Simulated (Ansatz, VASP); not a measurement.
**One calculation of Ti, two programs**

```
CELL_PARAMETERS angstrom
-1.62387 1.62387 1.62387
1.62387 -1.62387 1.62387
1.62387 1.62387 -1.62387
ATOMIC_POSITIONS crystal
Ti 0.00000 0.00000 0.00000
```

Alike in both runs: task single point; functional r2SCAN; k mesh 18 × 18 × 18; occupations gaussian, width 0.1 eV; no spin polarisation.

|  | VASP | Ansatz |
| --- | --- | --- |
| version | VASP 6.6.1 | Ansatz 0.2.0 |
| potentials or method | VASP PAW PBE potentials, release 64 (Ti_sv) | scalar-relativistic, plane waves, PAW |
| plane-wave cutoff (eV) | 520 | 500 |
| valence electrons in the cell | 12 | 12 |

|  | VASP | Ansatz | Ansatz less VASP |
| --- | --- | --- | --- |
| gap on the k mesh at the Fermi level (eV) | none | none | - |
| pressure (GPa) | 0.7 | 0.4 | -0.30 |

A gap of «none» marks a metal or a gap that the smearing closes. The functional is the same, so the differences come from potentials, cutoffs and numerics.

Caveats: the PAW data sets were made with another functional, which shifts forces and pressure a little (VASP).
